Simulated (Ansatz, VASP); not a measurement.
**Two plane-wave programs on LiF**

The input INCAR:

```
SYSTEM = LiF
ALGO = Normal
EDIFF = 1E-6
ENCUT = 520
GGA = CA
ISIF = 2
ISMEAR = 0
LASPH = .True.
LCHARG = .False.
LREAL = .False.
LWAVE = .False.
NBANDS = 18
NELM = 100
PREC = Accurate
SIGMA = 0.05
```

Contents of KPOINTS:

```
k-points
0
Gamma
  9 9 6
  0 0 0
```

File POSCAR:

```
LiF
1.0
    3.0609398175      0.0535664468      0.0000000000
   -1.4840800050      2.6240684180      0.0000000000
    0.0000000000      0.0000000000      4.8073245700
Li F
2 2
Direct
    0.3333333333      0.6666666667      0.3811542600
    0.6666666667      0.3333333333      0.8811542600
    0.3333333333      0.6666666667      0.9938437400
    0.6666666667      0.3333333333      0.4938437400
```

Input for Ansatz:

```yaml
crystal:
  lattice:
    - [3.0609398175, 0.0535664468, 0.0]
    - [-1.484080005, 2.624068418, 0.0]
    - [0.0, 0.0, 4.80732457]
  atoms:
    - { symbol: Li, position: [0.3333333333, 0.6666666667, 0.38115426] }
    - { symbol: Li, position: [0.6666666667, 0.3333333333, 0.88115426] }
    - { symbol: F, position: [0.3333333333, 0.6666666667, 0.99384374] }
    - { symbol: F, position: [0.6666666667, 0.3333333333, 0.49384374] }
basis:
  ecutwfc: 420
kpoints:
  mp_grid: { grid: [9, 9, 6] }
hamiltonian:
  xc: lda
scf:
  occupations: { method: gaussian, width: 0.05 }
output:
  forces: true
  stress: true
  eigenvalues: true
```

Change from the starting cell: strain +0.0350 x Voigt [0, 0, 0, 0, 0, 1], atoms carried along.

Alike in both runs: task single point; functional LDA; k mesh 9 × 9 × 6; occupations gaussian, width 0.05 eV; no spin polarisation.

```csv
,VASP,Ansatz
version,VASP 6.6.1,Ansatz 0.2.0
potentials or method,"VASP PAW LDA potentials, release 64 (Li_sv, F)","scalar-relativistic, plane waves, PAW"
plane-wave cutoff (eV),520,420
valence electrons in the cell,20,20
```

Ansatz gave:

```
gap on the k mesh at the Fermi level (eV) : 7.60
least direct gap on the mesh (eV)         : 7.60
rms of the force components (eV/Å)        : 0.058
```

Q: What did VASP give for the same quantities?

A: gap on the k mesh at the Fermi level (eV): 7.59; least direct gap on the mesh (eV): 7.59; rms of the force components (eV/Å): 0.059.

Atom by atom the forces differ by 0.002 eV/Å (rms over components).

Caveats: an odd mesh through Γ misses points on the zone boundary, where band edges often lie.
